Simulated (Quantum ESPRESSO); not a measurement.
TePb:

```
Pb Te
1.0
     0.00000    3.23100    3.23100
     3.23100    0.00000    3.23100
     3.23100    3.23100    0.00000
Pb Te
1 1
Direct
  0.00000 0.00000 0.00000
  0.50000 0.50000 0.50000
```

Base run:

| Item | Value |
| --- | --- |
| Program | Quantum ESPRESSO 7.5 |
| Functional | WC |
| Potentials or basis | PseudoDojo 0.4.1 SR PBE standard |
| Cutoff | 1088 eV |
| Density cutoff | 4354 eV |
| k mesh | 4 × 4 × 4, shifted |
| Occupations | fermi-dirac, width 0.05 eV |
| Spin | no spin polarisation |

Its results: pressure -0.3 GPa; electronic dielectric tensor (diagonal) 28.11.

Q: The run is repeated on the same cell with these changes: functional from WC to PBE. What comes out?

A: Pressure 2.2 GPa; electronic dielectric tensor (diagonal) 26.58.

PBE binds less tightly than WC, so the same cell stands under more pressure.

Caveats: the potentials were made for another functional, which shifts forces and pressure (some runs).

Not every run made on this cell is shown here.
